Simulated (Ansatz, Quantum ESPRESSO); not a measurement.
**One calculation of Hf, 3 ways**

```xyz
1
Lattice="0.0000 2.2200 2.2200 2.2200 0.0000 2.2200 2.2200 2.2200 0.0000" Properties=species:S:1:pos:R:3 pbc="T T T"
Hf    0.0000    0.0000    0.0000
```

This isn't the form of Hf at room conditions, which is hcp.

Alike in all runs: task band structure; functional PBEsol; k mesh 10 × 10 × 10; occupations fermi-dirac, width 0.05 eV; no spin polarisation; no spin-orbit coupling. Pressure is positive in compression and, in plane waves, holds the error of the finite cutoff, which Ansatz's Pulay term estimates and takes out.

```tsv
program and potentials	plane-wave cutoff (eV)	notes	pressure (GPa)
Quantum ESPRESSO, GBRV 1.5 PBEsol	612	12 valence electrons an atom on average	-1.60
Ansatz, PAW datasets made for the crystal	400	26 valence electrons an atom on average	-1.66
Ansatz, all-electron LAPW, scalar-relativistic	-	-	-1.66
```

The pressure spans -1.66 (Ansatz, PAW datasets made for the crystal) to -1.60 GPa (Quantum ESPRESSO, GBRV 1.5 PBEsol), with all-electron results at -1.66.

The functional is the same throughout but for its coding, so the spread measures potentials, basis and numerics; runs on potential files found faulty are left out.
